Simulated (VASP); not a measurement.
# MoS2 (C2/m) in VASP: notebook

One crystal, MoS2, is run at these levels: PBEsol+U; tasks: single point.

Program: VASP 6.6.1. These are calculated values, not measurements. Logs are shortened: lines on timing, memory, paths and dates and some standing lists are left out, and cuts for length are marked.

**1. The crystal as given**

It takes space group C2/m (No. 12, monoclinic). The conventional cell has a = 6.296 Å, b = 3.860 Å, c = 4.439 Å, α = 90.00°, β = 90.04°, γ = 90.00°. Mo (site symmetry 2/m) has 6 S at 2.35 to 2.60 Å as nearest neighbours. S (site symmetry m) has 3 Mo at 2.35 to 2.60 Å as nearest neighbours.

The cell comes from a database or a generator and needn't be the stable form of this composition.

**2. Single point, PBEsol+U, non-collinear spin, random start**

The input, INCAR:

```
SYSTEM = MoS2
PREC = Accurate
ENCUT = 520
EDIFF = 1E-7
ISMEAR = 0
SIGMA = 0.05
LREAL = .FALSE.
LASPH = .TRUE.
NELM = 80
ALGO = Normal
ISIF = 2
LWAVE = .FALSE.
LCHARG = .TRUE.
LNONCOLLINEAR = .TRUE.
MAGMOM = -0.394 -0.02 -0.566 0 0 0 0 0 0
LORBIT = 11
LMAXMIX = 4
LDAU = .TRUE.
LDAUTYPE = 2
LDAUL = 2 -1
LDAUU = 2 0
LDAUJ = 0 0
LDAUPRINT = 1
GGA = PS
LVHAR = .TRUE.
NBANDS = 39
```

The input, KPOINTS:

```
Automatic mesh
0
G
  6 6 4
  0 0 0
```

The input, POSCAR:

```
MoS2
1.0
    3.1479925200     -1.9297820300      0.0000000000
    3.1479925200      1.9297820300      0.0000000000
   -0.0030992400      0.0000000000      4.4393295900
Mo S
1 2
Direct
    0.0000000000      0.0000000000      0.0000000000
    0.6879000000      0.6879000000      0.2889000000
    0.3121000000      0.3121000000      0.7111000000
```

Potentials or basis: VASP PAW PBE potentials, release 64 (Mo_sv, S).

Launch:

```
> cat potpaw_PBE.64/Mo_sv/POTCAR potpaw_PBE.64/S/POTCAR > POTCAR
> mpirun -np 1 vasp_ncl > vasp.out
```

OUTCAR:

```text
SYSTEM = MoS2
   PREC = Accurate
   ENCUT = 520
   EDIFF = 1E-7
   ISMEAR = 0
   LREAL = .FALSE.
   LASPH = .TRUE.
   NELM = 80
   ISIF = 2
   LNONCOLLINEAR = .TRUE.
   LORBIT = 11
   GGA = PS

 ion  position               nearest neighbor table
   1  0.000  0.000  0.000-   2 2.35   3 2.35   2 2.60   2 2.60   3 2.60   3 2.60
   2  0.688  0.688  0.289-   1 2.35   1 2.60   1 2.60
   3  0.312  0.312  0.711-   1 2.35   1 2.60   1 2.60

  LATTYP: Found a base centered monoclinic cell.
 ALAT       =     6.2959850400
 B/A-ratio  =     0.6130198905
 C/A-ratio  =     0.7051050223
 COS(beta)  =    -0.0006981323

  Lattice vectors:

 A1 = (   3.1479925200,  -1.9297820300,   0.0000000000)
 A2 = (   3.1479925200,   1.9297820300,   0.0000000000)
 A3 = (  -0.0030992400,   0.0000000000,   4.4393295900)

Analysis of symmetry for initial positions (statically):
=====================================================================
 Subroutine PRICEL returns:
 Original cell was already a primitive cell.

 Routine SETGRP: Setting up the symmetry group for a
 base centered monoclinic supercell.

 Subroutine GETGRP returns: Found  4 space group operations
 (whereof  4 operations were pure point group operations)
 out of a pool of  4 trial point group operations.

The static configuration has the point symmetry C_2h.

Analysis of symmetry for dynamics (positions and initial velocities):
=====================================================================
 Subroutine PRICEL returns:
 Original cell was already a primitive cell.

 Routine SETGRP: Setting up the symmetry group for a
 base centered monoclinic supercell.

 Subroutine GETGRP returns: Found  4 space group operations
 (whereof  4 operations were pure point group operations)
 out of a pool of  4 trial point group operations.

The dynamic configuration has the point symmetry C_2h.

Analysis of structural, dynamic, and magnetic symmetry:
=====================================================================
 Subroutine PRICEL returns:
 Original cell was already a primitive cell.

 Routine SETGRP: Setting up the symmetry group for a
 base centered monoclinic supercell.

 Subroutine GETGRP returns: Found  2 space group operations
 (whereof  2 operations were pure point group operations)
 out of a pool of  4 trial point group operations.

The overall configuration has the point symmetry S_2 .

 Subroutine INISYM returns: Found  2 space group operations
 (whereof  2 operations are pure point group operations),
 and found     1 'primitive' translations

----------------------------------------------------------------------------------------

                                     Primitive cell

  volume of cell :      53.9373

  direct lattice vectors                    reciprocal lattice vectors
     3.147992520 -1.929782030  0.000000000     0.158831381 -0.259096619  0.000110885
     3.147992520  1.929782030  0.000000000     0.158831381  0.259096619  0.000110885
    -0.003099240  0.000000000  4.439329590     0.000000000  0.000000000  0.225259238

  length of vectors
     3.692413247  3.692413247  4.439330672     0.303905377  0.303905377  0.225259238

  position of ions in fractional coordinates (direct lattice)
     0.000000000  0.000000000  0.000000000
     0.687900000  0.687900000  0.288900000
     0.312100000  0.312100000  0.711100000

  ion indices of the primitive-cell ions
   primitive index   ion index
[... 117 lines left out ...]

 Free energy of the ion-electron system (eV)
  ---------------------------------------------------
  ext. energy  EPLUGINS =         0.00000000
  ---------------------------------------------------
  free energy    TOTEN  =       -18.78289226 eV

  energy without entropy =      -18.78048434  energy(sigma->0) =      -18.78168830

atom =   1  type =  1  l = 2

 onsite density matrix

spin component  1

  0.2095  0.0585 -0.0000 -0.0000 -0.0000      0.0000 -0.0000  0.0000 -0.0000  0.0000
  0.0585  0.2183 -0.0000 -0.0000  0.0000      0.0000  0.0000 -0.0000  0.0000 -0.0000
[... 19 lines left out ...]
  o =  0.6634  v = -0.2248  0.1983 -0.0000  0.0000  0.0000  0.7145 -0.6304  0.0001 -0.0001 -0.0001      0.0000  0.0000 -0.0000 -0.0000  0.0000  0.0360 -0.0318  0.0000 -0.0000 -0.0000
  o =  0.7684  v = -0.0000  0.0000 -0.1599 -0.1612 -0.1957  0.0000 -0.0000  0.5086  0.5128  0.6225      0.0000 -0.0000  0.0028  0.0028  0.0034  0.0000 -0.0000  0.0168  0.0169  0.0205

 number of electron      26.0000001 magnetization      -1.1585695     -0.0584127     -1.6633791

 Free energy of the ion-electron system (eV)
  ---------------------------------------------------
  ext. energy  EPLUGINS =         0.00000000
  ---------------------------------------------------
  free energy    TOTEN  =       -18.78289220 eV

  energy without entropy =      -18.78048438  energy(sigma->0) =      -18.78168829

 E-fermi :   7.2846     XC(G=0): -11.1308

 val. band max:        7.2817429320   @ k =  -0.1667  -0.3333  -0.0000
 cond. band min:       7.2985394323   @ k =   0.0000  -0.3333   0.5000
 fundamental gap:      0.0167965003
 Fermi energy:         7.2846187784

 k-point     1 :       0.0000    0.0000    0.0000
  band No.  band energies     occupation
      1     -54.4793      1.00000
      2     -53.1605      1.00000
      3     -28.6741      1.00000
      4     -28.6211      1.00000
      5     -28.6079      1.00000
      6     -27.3226      1.00000
[... 973 lines left out ...]
     37      14.0734      0.00000
     38      14.6058      0.00000

 [... further k-points ...]

 [bands above 38 left out]

------------------------ aborting loop because EDIFF is reached ----------------------------------------

  FORCE on cell =-STRESS in cart. coord.  units (eV):
  Direction    XX          YY          ZZ          XY          YZ          ZX
  --------------------------------------------------------------------------------------
  -------------------------------------------------------------------------------------
  Total       -0.9648987     -3.6191793      4.0635961      0.0000757     -0.0000069     -3.2658524
  in kB      -28.6617676   -107.5056635    120.7068131      0.0022477     -0.0002047    -97.0102908
  external PRESSURE =      -5.1535393 kB  Pullay stress =       0.0000000 kB

 VOLUME and BASIS-vectors are now :
 -----------------------------------------------------------------------------
  energy-cutoff  :      520.00
  volume of cell :       53.94
      direct lattice vectors                 reciprocal lattice vectors
     3.147992520 -1.929782030  0.000000000     0.158831381 -0.259096619  0.000110885
     3.147992520  1.929782030  0.000000000     0.158831381  0.259096619  0.000110885
    -0.003099240  0.000000000  4.439329590     0.000000000  0.000000000  0.225259238

 POSITION                                       TOTAL-FORCE (eV/Angst)
 -----------------------------------------------------------------------------------
      0.00000      0.00000      0.00000        -0.000000     -0.000000      0.000000
      4.33011      0.00000      1.28252        -1.140394      0.000010     -0.892619
      1.96277      0.00000      3.15681         1.140394     -0.000010      0.892619
 -----------------------------------------------------------------------------------
    total drift:                               -0.000000      0.000000      0.000000

  FREE ENERGIE OF THE ION-ELECTRON SYSTEM (eV)
  ---------------------------------------------------
  free  energy   TOTEN  =       -18.7828921994 eV

  energy  without entropy=      -18.7804843818  energy(sigma->0) =      -18.78168829

 total charge

# of ion       s       p       d       tot
------------------------------------------
    1        2.283   6.154   3.755  12.193
    2        1.355   2.313   0.000   3.668
    3        1.355   2.313   0.000   3.668
--------------------------------------------------
tot          4.993  10.780   3.755  19.529

 magnetization (x)

# of ion       s       p       d       tot
------------------------------------------
    1       -0.025  -0.008  -1.146  -1.180
    2        0.004   0.070   0.000   0.075
    3        0.004   0.070   0.000   0.075
--------------------------------------------------
tot         -0.016   0.133  -1.146  -1.030

 magnetization (y)

# of ion       s       p       d       tot
------------------------------------------
    1       -0.001  -0.000  -0.058  -0.059
    2        0.000   0.004   0.000   0.004
    3        0.000   0.004   0.000   0.004
--------------------------------------------------
tot         -0.001   0.007  -0.058  -0.052

 magnetization (z)

# of ion       s       p       d       tot
------------------------------------------
    1       -0.036  -0.012  -1.646  -1.694
    2        0.006   0.101   0.000   0.108
    3        0.006   0.101   0.000   0.108
--------------------------------------------------
tot         -0.024   0.191  -1.646  -1.479
```

Run time: 24 min. Hardware: 1 thread of AMD EPYC 7R43 (Zen 3), shared host; peak memory 0.41 GiB.

Results:

```yaml
Free_energy: -18.7829 eV
Pressure: -0.5 GPa
Largest_force: 1.448 eV/Å
Band_gap_on_the_k_mesh: none (metal or under the smearing width)
Net_moment: 2.03 μB per cell
Valence_electrons_inside_the_program's_atomic_spheres: Mo 12.19; S 3.67
```

Forces in eV/Å, atoms in the order of the input:
```
Mo   0.000  0.000  0.000
S   -1.140  0.000 -0.893
S    1.140  0.000  0.893
```

Levels at points of the mesh, in eV from the Fermi level:
```tsv
k point	band 22	band 23	band 24	band 25	band 26	band 27	band 28	band 29	band 30	band 31
(0.00, 0.00, 0.00)	-0.88	-0.38	-0.28	-0.08	0.70	0.82	0.89	0.99	1.78	2.13
(0.50, 0.00, 0.00)	-3.04	-2.21	-2.17	-1.06	-0.81	-0.38	0.39	2.09	2.12	2.84
(0.00, 0.50, 0.00)	-3.04	-2.21	-2.17	-1.06	-0.81	-0.38	0.39	2.09	2.12	2.84
(0.50, 0.50, 0.00)	-2.09	-1.93	-1.86	-1.65	-0.61	-0.33	-0.09	1.83	1.88	3.54
(0.00, 0.00, 0.50)	-2.10	-1.75	-1.66	-1.44	-1.37	-0.03	0.51	0.93	1.79	4.11
(0.50, 0.00, 0.50)	-1.43	-1.07	-0.72	-0.34	0.02	0.04	1.14	1.85	2.25	2.34
(0.00, 0.50, 0.50)	-1.43	-1.07	-0.72	-0.34	0.02	0.04	1.14	1.85	2.25	2.34
(0.50, 0.50, 0.50)	-1.76	-1.22	-1.16	-1.14	-0.59	-0.26	1.45	1.71	1.96	2.14
```

Moments on the atoms (μB; x, y, z):
```
Mo  -1.18 -0.06 -1.69
S    0.07  0.00  0.11
S    0.07  0.00  0.11
```

Caveat: the PAW data sets were made with another functional, which shifts forces and pressure a little. The state reached can hang on the start; a lower one may exist.

**3. Single point, PBEsol+U, collinear spin, ferromagnetic start**

The input, INCAR:

```
SYSTEM = MoS2
PREC = Accurate
ENCUT = 520
EDIFF = 1E-6
ISMEAR = 0
SIGMA = 0.05
LREAL = .FALSE.
LASPH = .TRUE.
NELM = 80
ALGO = Fast
ISIF = 2
LWAVE = .FALSE.
LCHARG = .FALSE.
ISPIN = 2
MAGMOM = 1 0 0
LORBIT = 11
LMAXMIX = 4
LDAU = .TRUE.
LDAUTYPE = 2
LDAUL = 2 -1
LDAUU = 3 0
LDAUJ = 0 0
LDAUPRINT = 1
GGA = PS
```

The input, KPOINTS:

```
regular mesh
0
G
  6 6 4
  0 0 0
```

POSCAR is that of step 2.

Potentials or basis: VASP PAW PBE potentials, release 64 (Mo_sv, S).

Launch:

```
> cat potpaw_PBE.64/Mo_sv/POTCAR potpaw_PBE.64/S/POTCAR > POTCAR
> mpirun -np 1 vasp_std > vasp.out
```

Wall time 2.3 min (1 thread of AMD EPYC 7R43 (Zen 3), shared host); peak memory 0.2 GiB.

The run converged. Its results:

```
Free energy                                           : -17.9092 eV
Pressure                                              : 1.1 GPa
Largest force                                         : 1.387 eV/Å
Band gap on the k mesh                                : none (metal or under the smearing width)
Net moment                                            : 2.12 μB per cell
Site moments                                          : Mo +2.22; S -0.15 μB
Valence electrons inside the program's atomic spheres : Mo 12.20; S 3.67
```

Forces on the atoms (eV/Å):
```
Mo   0.000  0.000  0.000
S   -1.158  0.000 -0.764
S    1.158  0.000  0.764
```

Stress tensor (GPa, compression positive):
```
 -0.20   0.00 -10.18
  0.00  -9.18   0.00
-10.18   0.00  12.71
```

Levels at points of the mesh, in eV from the Fermi level:
Spin up:
```tsv
k point	band 10	band 11	band 12	band 13	band 14	band 15	band 16	band 17	band 18
(0.00, 0.00, 0.00)	-1.72	-1.42	-0.75	-0.15	-0.15	0.94	1.92	2.86	3.95
(0.50, 0.00, 0.00)	-3.22	-2.96	-2.09	-1.21	-0.80	-0.50	2.99	4.59	7.52
(0.50, 0.50, 0.00)	-3.29	-3.13	-1.81	-1.62	-0.70	-0.39	3.70	4.14	6.52
(0.00, 0.00, 0.50)	-2.30	-1.97	-1.92	-1.71	-1.24	-0.04	4.27	4.48	6.29
(0.50, 0.00, 0.50)	-2.11	-1.35	-1.21	-0.80	-0.41	0.17	2.49	3.98	5.02
(0.50, 0.50, 0.50)	-2.97	-1.63	-1.37	-1.03	-0.68	-0.35	2.09	4.07	5.99
```
Spin down:
```csv
k point,band 9,band 10,band 11,band 12,band 13,band 14,band 15,band 16
"(0.00, 0.00, 0.00)",-3.97,-0.81,-0.28,0.79,1.41,1.49,2.58,2.94
"(0.50, 0.00, 0.00)",-3.05,-2.97,-2.81,-2.06,0.73,2.64,2.69,4.34
"(0.50, 0.50, 0.00)",-3.39,-2.30,-1.90,-1.74,0.26,2.33,2.44,4.65
"(0.00, 0.00, 0.50)",-2.53,-2.45,-2.12,-1.33,1.00,1.42,2.23,5.15
"(0.50, 0.00, 0.50)",-4.02,-1.35,-1.24,0.12,1.62,2.34,2.82,3.84
"(0.50, 0.50, 0.50)",-4.02,-2.52,-1.66,-1.03,1.94,2.20,2.70,3.78
```

Eigenvalues of the final occupation matrices:
| site | spin | trace | eigenvalues |
| --- | --- | --- | --- |
| site 1 d | 1 | 2.99 | 0.40 0.43 0.67 0.70 0.79 |
| site 1 d | 2 | 0.81 | 0.04 0.09 0.10 0.24 0.34 |

Caveat: the PAW data sets were made with another functional, which shifts forces and pressure a little. The state reached can hang on the start; a lower one may exist.

**4. Single point, PBEsol+U, collinear spin, antiferromagnetic start**

This run uses another cell than the first one: it holds 6 atoms, not 3.

The input, INCAR:

```
SYSTEM = MoS2
PREC = Accurate ; ENCUT = 520
EDIFF = 1E-6 ; ISMEAR = 0
SIGMA = 0.05 ; LREAL = .False.
LASPH = .True. ; NELM = 60
ALGO = Fast ; ISIF = 2
LWAVE = .False. ; LCHARG = .False.
ISPIN = 2 ; MAGMOM = 1 -1 0 0 0 0
LORBIT = 11 ; LMAXMIX = 4
LDAU = .True. ; LDAUTYPE = 2
LDAUL = 2 -1 ; LDAUU = 3 0
LDAUJ = 0 0 ; LDAUPRINT = 1
GGA = PS
```

The input, KPOINTS:

```
regular mesh
0
Gamma
  6 6 2
  0 0 0
```

The input, POSCAR:

```
MoS2
1.0
    3.1479925200     -1.9297820300      0.0000000000
    3.1479925200      1.9297820300      0.0000000000
   -0.0061984800      0.0000000000      8.8786591800
Mo S
2 4
Direct
    0.0000000000      0.0000000000      0.0000000000
    0.0000000000      0.0000000000      0.5000000000
    0.6879000000      0.6879000000      0.1444500000
    0.6879000000      0.6879000000      0.6444500000
    0.3121000000      0.3121000000      0.3555500000
    0.3121000000      0.3121000000      0.8555500000
```

Launch:

```
> cat potpaw_PBE.64/Mo_sv/POTCAR potpaw_PBE.64/S/POTCAR > POTCAR
> mpirun -np 1 vasp_std > vasp.out
```

Wall time 6.9 min (1 thread of AMD EPYC 7R43 (Zen 3), shared host); peak memory 0.29 GiB.

Results (log left out):

```
Free energy                                           : -35.8060 eV
Pressure                                              : 1.2 GPa
Largest force                                         : 1.477 eV/Å
Band gap on the k mesh                                : none (metal or under the smearing width)
Net moment                                            : 0.00 μB per cell
Site moments                                          : Mo +2.25, -2.25; S -0.10, +0.10 μB
Valence electrons inside the program's atomic spheres : Mo 12.19; S 3.67
```

Forces on the atoms (eV/Å):
```
Mo   0.000  0.000  0.000
Mo   0.000  0.000  0.000
S   -1.274  0.000 -0.748
S   -1.274  0.000 -0.748
S    1.274  0.000  0.748
S    1.274  0.000  0.748
```

Stress tensor (GPa, compression positive):
```
 1.58  0.00 -9.77
 0.00 -9.33  0.00
-9.77  0.00 11.49
```

Levels at points of the mesh, in eV from the Fermi level:
Spin up:
```csv
k point,band 24,band 25,band 26,band 27,band 28,band 29
"(0.00, 0.00, 0.00)",-0.91,-0.34,-0.23,0.73,1.09,1.24
"(0.50, 0.00, 0.00)",-1.32,-0.90,-0.65,0.01,1.00,2.19
"(0.50, 0.50, 0.00)",-1.65,-1.18,-1.02,-0.44,1.01,2.03
"(0.00, 0.00, 0.50)",-1.13,-0.85,-0.40,-0.02,1.13,1.38
"(0.50, 0.00, 0.50)",-1.20,-0.89,-0.68,-0.47,0.95,2.42
"(0.50, 0.50, 0.50)",-1.35,-1.07,-1.02,-0.39,0.80,2.26
```
Spin down:
```
           k point  band 22  band 23  band 24  band 25  band 26  band 27  band 28  band 29  band 30  band 31
(0.00, 0.00, 0.00)    -1.84    -1.42    -0.91    -0.34    -0.23     0.73     1.09     1.24     2.18     2.24
(0.50, 0.00, 0.00)    -1.80    -1.49    -1.32    -0.90    -0.65     0.01     1.00     2.19     2.53     3.00
(0.50, 0.50, 0.00)    -1.91    -1.78    -1.65    -1.18    -1.02    -0.44     1.01     2.03     2.29     2.75
(0.00, 0.00, 0.50)    -1.24    -1.19    -1.13    -0.85    -0.40    -0.02     1.13     1.38     2.14     2.95
(0.50, 0.00, 0.50)    -1.91    -1.84    -1.20    -0.89    -0.68    -0.47     0.95     2.42     2.58     3.07
(0.50, 0.50, 0.50)    -2.09    -1.97    -1.35    -1.07    -1.02    -0.39     0.80     2.26     2.34     2.81
```

Eigenvalues of the final occupation matrices:
| site | spin | trace | eigenvalues |
| --- | --- | --- | --- |
| site 1 d | 1 | 2.99 | 0.43 0.44 0.61 0.75 0.77 |
| site 1 d | 2 | 0.80 | 0.04 0.08 0.09 0.23 0.34 |
| site 2 d | 1 | 0.80 | 0.04 0.08 0.09 0.23 0.34 |
| site 2 d | 2 | 2.99 | 0.43 0.44 0.61 0.75 0.77 |

Caveat: the PAW data sets were made with another functional, which shifts forces and pressure a little. The state reached can hang on the start; a lower one may exist.

**5. Summary**

```tsv
spin	U	k mesh	supercell matrix	gap on the mesh (eV)	pressure (GPa)	moment (μB)	largest force (eV/Å)
non-collinear, random start	Mo d U = 2 eV	6 × 6 × 4	-	none	-0.5	2.03	1.45
collinear, ferromagnetic start	Mo d U = 3 eV	6 × 6 × 4	-	none	1.1	2.12	1.39
collinear, antiferromagnetic start	Mo d U = 3 eV	6 × 6 × 2	[1, 0, 0, 0, 1, 0, 0, 0, 2]	none	1.2	0.00	1.48
```

Alike in all rows: task single point; level PBEsol+U; potentials or basis VASP PAW PBE potentials, release 64 (Mo_sv, S); cell as given; cutoff (eV) 520; smearing gaussian 0.05 eV.

Every run on the cell as given and a fine mesh finds a metal.

Caveats: the PAW data sets were made with another functional, which shifts forces and pressure a little.

Total energies depend on the potentials used, so only differences within one code and one set of settings carry meaning.
